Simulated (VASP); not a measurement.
CsI (CsCl type) relaxed at rising pressure, in one space group throughout; other phases were not tried. The pressures are those reached. Computed with LDA (Ceperley-Alder, Perdew-Zunger), VASP's LDA PAW potentials (set 64) (plane waves; VASP).

```csv
P (GPa),V (Å³/atom),k-mesh
-0.01,42.837,6×6×6
5.00,35.651,7×7×7
9.96,32.260,7×7×7
19.89,28.388,7×7×7
29.88,26.014,7×7×7
```

A change of mesh leaves a small step in the series.

Question: Fit an equation of state and predict the volume at 45.00 GPa.

Answer: Least squares on the third-order Birch-Murnaghan form, P = (3B0/2)(y⁷ − y⁵)[1 + (3/4)(B′ − 4)(y² − 1)] with y = (V0/V)^(1/3), gives V0 = 42.764 Å³/atom, B0 = 18 GPa and B′ = 4.8, and so 23.671 Å³/atom. The run gave 23.623 Å³/atom, -0.2 % from the fit.

Pressures at which the relaxation failed are left out.

The compound is CsI in the CsCl type structure.
